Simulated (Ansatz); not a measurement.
(112) slab cut from the bulk of Si$_{2}$Mo, 15 Å of vacuum:

```
CELL_PARAMETERS angstrom
4.51144 0.00000 0.00000
0.00000 4.51462 0.00000
0.00000 0.00000 26.07924
ATOMIC_POSITIONS crystal
Si 0.50000 0.75247 0.28759
Si 0.00000 0.49717 0.31308
Mo 0.50000 0.24965 0.33779
Si 0.00000 0.00212 0.36251
Si 0.50000 0.74682 0.38800
Mo 0.00000 0.49930 0.41272
Si 0.50000 0.25177 0.43743
Si 0.00000 0.99647 0.46293
Mo 0.50000 0.74894 0.48764
Si 0.00000 0.50142 0.51236
Si 0.50000 0.24612 0.53785
Mo 0.00000 0.99859 0.56257
Si 0.50000 0.75107 0.58728
Si 0.00000 0.49577 0.61277
Mo 0.50000 0.24824 0.63749
Si 0.00000 0.00071 0.66221
Si 0.50000 0.74542 0.68770
Mo 0.00000 0.49789 0.71241
```

Computed with Ansatz, DFT PBEsol, scalar-relativistic, plane waves, PAW. Plane waves to 420 eV, a k mesh through Γ of 8×8×1 on the computed 18-atom cell and Gaussian smearing (0.10 eV); no spin polarisation. The cell repeats along c with a dipole correction in the vacuum.

This base run converges in 11 iterations with a largest force of 2.490 eV/Å and a work function of 3.27 eV on the top face.

One setting at a time is then changed, some of them on purpose to poor values; changes count from the base run, energies are extrapolated to zero smearing, γ keeps the base's bulk energy, atoms stay where they are, and risky runs are capped at 50 to 100 iterations.

Problem. What does each change do? occupations gaussian 0.5 eV; cutoff 700 eV; k mesh 12×12×1; k mesh 2×2×1; the slab thinned to 9 atoms (same faces, atoms at the bulk's places); field of 0.6 V/Å along c; occupations cold 0.2 eV.

Solution.
```json
{"change": "occupations gaussian 0.5 eV", "outcome": "converged", "SCF iterations": "9", "ΔE (meV/atom)": "-0.4", "Δγ (J/m²)": "-0.003", "Δφ top (eV)": "+0.29", "largest force (eV/Å)": "2.443", "largest change of a force (eV/Å)": "0.231"}
{"change": "cutoff 700 eV", "outcome": "converged", "SCF iterations": "11", "ΔE (meV/atom)": "-0.4", "Δγ (J/m²)": "", "Δφ top (eV)": "0.00", "largest force (eV/Å)": "2.491", "largest change of a force (eV/Å)": "0.001"}
{"change": "k mesh 12×12×1", "outcome": "converged", "SCF iterations": "11", "ΔE (meV/atom)": "+0.5", "Δγ (J/m²)": "+0.004", "Δφ top (eV)": "0.00", "largest force (eV/Å)": "2.485", "largest change of a force (eV/Å)": "0.027"}
{"change": "k mesh 2×2×1", "outcome": "converged", "SCF iterations": "13", "ΔE (meV/atom)": "-54.0", "Δγ (J/m²)": "-0.382", "Δφ top (eV)": "+0.20", "largest force (eV/Å)": "3.687", "largest change of a force (eV/Å)": "1.208"}
{"change": "the slab thinned to 9 atoms (same faces, atoms at the bulk's places)", "outcome": "converged", "SCF iterations": "9", "ΔE (meV/atom)": "+431.3", "Δγ (J/m²)": "-0.005", "Δφ top (eV)": "+0.02", "largest force (eV/Å)": "2.427", "largest change of a force (eV/Å)": ""}
{"change": "field of 0.6 V/Å along c", "outcome": "converged", "SCF iterations": "13", "ΔE (meV/atom)": "-20.9", "Δγ (J/m²)": "", "Δφ top (eV)": "", "largest force (eV/Å)": "2.375", "largest change of a force (eV/Å)": "0.118"}
{"change": "occupations cold 0.2 eV", "outcome": "converged", "SCF iterations": "11", "ΔE (meV/atom)": "+0.1", "Δγ (J/m²)": "+0.001", "Δφ top (eV)": "+0.01", "largest force (eV/Å)": "2.519", "largest change of a force (eV/Å)": "0.097"}
```

Cost: 8 runs of about 11 core-minutes in all, on Intel Xeon 6975P-C (Granite Rapids) (shared hosts).